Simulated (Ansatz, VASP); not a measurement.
# Two plane-wave programs on As

Contents of INCAR:

```
SYSTEM = As
  PREC = Accurate
  ENCUT = 520
  EDIFF = 1E-7
  ISMEAR = -1
  SIGMA = 0.05
  LREAL = .False.
  LASPH = .True.
  NELM = 60
  ALGO = Normal
  ISIF = 2
  LWAVE = .False.
  LCHARG = .False.
  GGA = PS
  NBANDS = 12
```

Contents of KPOINTS:

```
Automatic mesh
0
Gamma
  9 9 9
  0 0 0
```

The input POSCAR:

```
As
1.0
    1.8932528703      1.0930700543      3.5373346065
   -1.8932528703      1.0930700543      3.5373346065
    0.0000000000     -2.1861401086      3.5373346065
As
2
Direct
    0.2260000000      0.2260000000      0.2260000000
    0.7740000000      0.7740000000      0.7740000000
```

File input.yaml:

```yaml
crystal:
  lattice:
    - [1.8932528703, 1.0930700543, 3.5373346065]
    - [-1.8932528703, 1.0930700543, 3.5373346065]
    - [0.0, -2.1861401086, 3.5373346065]
  atoms:
    - { symbol: As, position: [0.226, 0.226, 0.226] }
    - { symbol: As, position: [0.774, 0.774, 0.774] }
hamiltonian:
  xc: pbesol
  pseudopotentials: { kind: paw }
kpoints:
  mp_grid: { grid: [9, 9, 9] }
scf:
  occupations: { method: fermi_dirac, width: 0.05 }
output:
  forces: true
  stress: true
  eigenvalues: true
```

Change from the starting cell: volume scaled by 1.02.

Alike in both runs: task single point; functional PBEsol; k mesh 9 × 9 × 9; occupations fermi-dirac, width 0.05 eV; no spin polarisation.

|  | VASP | Ansatz |
| --- | --- | --- |
| version | VASP 6.6.1 | Ansatz 0.2.0 |
| potentials or method | VASP PAW PBE potentials, release 64 (As) | Ansatz PAW |
| plane-wave cutoff (eV) | 520 | 420 |
| valence electrons in the cell | 10 | 30 |

Ansatz gave:

```
gap on the k mesh at the Fermi level (eV)       : none
pressure (GPa)                                  : -1.2
largest component of the traceless stress (GPa) : 0.09
rms of the force components (eV/Å)              : 0.138
```

Problem. What did VASP give for the same quantities?

Solution. gap on the k mesh at the Fermi level (eV): none; pressure (GPa): -0.8; largest component of the traceless stress (GPa): 0.21; rms of the force components (eV/Å): 0.174.

Atom by atom the forces differ by 0.037 eV/Å (rms over components). A gap of «none» marks a metal or a gap that the smearing closes. The two sets of potentials don't hold the same shells in valence.

Caveats: the PAW data sets were made with another functional, which shifts forces and pressure a little (VASP); the PAW data sets come from PBE, with cores solved anew for the run's functional, which leaves a small shift of forces and pressure (Ansatz).
